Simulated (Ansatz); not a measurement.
How the field gradients follow the size of the cell in Ge₃N₄

Reference cell: a structure deposited in the COD, whose atoms a relaxation with PBE at fixed cell left in place.

Space group Fd-3m:1 (No. 227); a = 8.3091 Å.

```csv
site,Wyckoff,site symmetry,x,y,z
Ge1,16d,.-3m,0.1250,0.1250,0.6250
Ge5,8a,-43m,0.5000,0.5000,0.0000
N,32e,.3m,0.8832,0.8832,0.3832
```

One atom of each set is listed; the run and its k-mesh use a cell of 14 atoms with edges of 5.88, 5.88, 5.88 Å.

Level of theory: DFT, PBE, plane waves and PAW, scalar-relativistic, 420 eV cutoff, Γ-centred 6×6×6 k-points, Fermi–Dirac smearing 0.02 eV (Ansatz 0.2.0).

The cell is scaled uniformly, and the ions relax again at each size. Sites with gradients under 0.05 are left out.

(1) How do the gradients (10²¹ V/m²) respond?

Results:

(1) 

```csv
V/V₀,Ge1 V_zz (η),N V_zz (η)
0.94,-0.092 (0.00),4.06 (0.00)
0.96,-0.14 (0.00),4.12 (0.00)
0.98,-0.20 (0.00),4.18 (0.00)
1.00,-0.23 (0.00),4.23 (0.00)
1.02,-0.27 (0.00),4.31 (0.00)
1.04,-0.33 (0.00),4.36 (0.00)
1.06,-0.37 (0.00),4.39 (0.00)
```

Logarithmic slopes d ln|V_zz|/d ln V over the series: Ge1 11.1, N 0.7. Point charges on a uniformly scaled lattice would give −1; atoms that shift within the cell as it changes, and charge that moves in the bonds, make the difference. Slopes far above 3 in size belong to small values that are left over from large contributions.
